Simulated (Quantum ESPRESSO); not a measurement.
# Ru in Quantum ESPRESSO: the effect of strain

Ru:

```xyz
2
Lattice="2.5976 0.0000 0.0000 -1.2988 2.2496 0.0000 0.0000 0.0000 4.2819" Properties=species:S:1:pos:R:3 pbc="T T T"
Ru    1.2988    0.7499    3.2114
Ru    0.0000    1.4997    1.0705
```

Alike in all runs:

| Quantity | Value |
| --- | --- |
| Program | Quantum ESPRESSO 7.5 |
| Task | relaxation of the atoms |
| Functional | PBEsol |
| Potentials or basis | GBRV 1.5 PBEsol |
| Cutoff | 612 eV |
| Density cutoff | 4898 eV |
| k mesh | 11 × 11 × 6 |
| Occupations | fermi-dirac, width 0.05 eV |
| Spin | no spin polarisation |
| Kind of strain | biaxial_xy |
| Mixing beta | 0.5 |
| Most SCF iterations | 120 |
| SCF threshold | 4e-10 Ry |
| Most ionic steps | 40 |
| Forc conv thr | 0.0004 Ry/bohr |
| Etot conv thr | 1e-05 Ry |

Each run relaxes the cell or the atoms first.

```csv
strain,pressure (GPa)
-0.04,24.7
-0.02,7.2
-0.01,-0.2
0,-6.7
0.01,-12.5
0.02,?
0.04,-26.2
```

Question: What does the run with strain 0.02 give?

Answer: Pressure -17.7 GPa.

Worked out: A parabola through the other rows of the pressure, of slope -484 GPa per unit of strain there, gives -17.9 GPa, against the run's -17.7.

Caveats: the relaxation stopped at its first step, so nothing moved.
